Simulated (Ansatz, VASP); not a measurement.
# Ir in VASP and in Ansatz

```
Ir
1.0
     1.66994    0.96414    3.09670
    -1.66994    0.96414    3.09670
     0.00000   -1.92828    3.09670
Ir
2
Cartesian
  0.0000 0.0000 2.1139
  0.0000 0.0000 7.1762
```

Alike in both runs: task single point; functional r2SCAN; k mesh 6 × 6 × 6; occupations gaussian, width 0.1 eV; no spin polarisation.

|  | VASP | Ansatz |
| --- | --- | --- |
| version | VASP 6.6.1 | Ansatz 0.2.0 |
| potentials or method | VASP PAW PBE potentials, release 64 (Ir) | scalar-relativistic, plane waves, PAW |
| plane-wave cutoff (eV) | 520 | 500 |
| valence electrons in the cell | 18 | 34 |

|  | VASP | Ansatz | Ansatz less VASP |
| --- | --- | --- | --- |
| gap on the k mesh at the Fermi level (eV) | none | none | - |
| rms of the force components (eV/Å) | 3.432 | 3.593 | +0.1610 |

Atom by atom the forces differ by 0.161 eV/Å (rms over components). A gap of «none» marks a metal or a gap that the smearing closes. The two sets of potentials don't hold the same shells in valence.

Caveats: the k mesh is coarse (spacing up to 0.38 Å⁻¹), so the values aren't converged; the PAW data sets were made with another functional, which shifts forces and pressure a little (VASP). The runs have no spin-orbit coupling, so splittings on Ir are missing.
